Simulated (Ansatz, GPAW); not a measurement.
This is a calculation of Si for GPAW 26.7.0 (ASE script). 

Contents of run.py:

```python
from ase import Atoms
from ase.dft.bandgap import bandgap
from ase.io import write
from ase.units import Bohr, GPa
from gpaw import GPAW, PW
from gpaw.elf import elf_from_dft_calculation

atoms = Atoms(['Si', 'Si'],
              cell=[[0.0, 2.7218511865, 2.7218511865],
                    [2.7218511865, 0.0, 2.7218511865],
                    [2.7218511865, 2.7218511865, 0.0]],
              scaled_positions=[[0.5, 0.5, 0.5],
                                [0.75, 0.75, 0.75]],
              pbc=True)

calc = GPAW(mode=PW(600),
            xc='PBE',
            kpts={'size': (8, 8, 8), 'gamma': True},
            occupations={'name': 'methfessel-paxton', 'order': 0, 'width': 0.023},
            nbands=11,
            convergence={'density': 1e-05, 'energy': 1e-05},
            maxiter=150,
            txt='gpaw.txt')
atoms.calc = calc
energy = atoms.get_potential_energy()
forces = atoms.get_forces()
stress = atoms.get_stress()
calc.write('gs.gpw')
write('result.traj', atoms)
print(f'Energy: {energy:.6f} eV')
print('Forces (eV/A):')
print(forces.round(4))
print('Stress (GPa):', (stress / GPa).round(3))
print('Fermi level:', round(calc.get_fermi_level(), 4), 'eV')
print(f'Gap: {bandgap(calc)[0]:.4f} eV, direct: {bandgap(calc, direct=True)[0]:.4f} eV')

# fields on the real-space grid
write('density.cube', atoms, data=calc.get_pseudo_density() * Bohr**3)
write('potential.cube', atoms, data=calc.get_electrostatic_potential())
write('elf.cube', atoms, data=elf_from_dft_calculation(calc).data)
```

Potentials or basis: GPAW PAW data sets (gpaw-data 1.2.1), pw.

The run is started by

```console
$ OMP_NUM_THREADS=1 python run.py
```

Q: Translate it to Ansatz 0.2.0. Potentials or basis there: all-electron LAPW, scalar-relativistic.

A: As run (cutoffs and basis follow the program's own potentials, and thresholds, step limits or extra output files can differ):

Contents of input.yaml:

```yaml
crystal:
  lattice:
    - [0.0, 2.7218511865, 2.7218511865]
    - [2.7218511865, 0.0, 2.7218511865]
    - [2.7218511865, 2.7218511865, 0.0]
  atoms:
    - { symbol: Si, position: [0.5, 0.5, 0.5] }
    - { symbol: Si, position: [0.75, 0.75, 0.75] }
kpoints:
  mp_grid: { grid: [8, 8, 8] }
scf:
  occupations: { method: gaussian, width: 0.023 }
hamiltonian:
  xc: pbe
  pseudopotentials: { kind: all_electron, lapw: { basis_error: 0.001 } }
output:
  forces: true
  stress: true
  eigenvalues: true
```

Potentials or basis: all-electron LAPW, scalar-relativistic.

Run with:

```sh
$ ansatz run input.yaml --threads 1 --pin off --max-ram 3072MiB --backend cpu --events-out ev --progress --plain --runs-dir out
```

Both were run:

|  | GPAW | Ansatz |
| --- | --- | --- |
| Pressure | 1.6 GPa | 1.3 GPa |

Where Ansatz's input types no cutoff or centring, it takes its own default and a Γ-centred mesh.

Pressure is positive in compression.
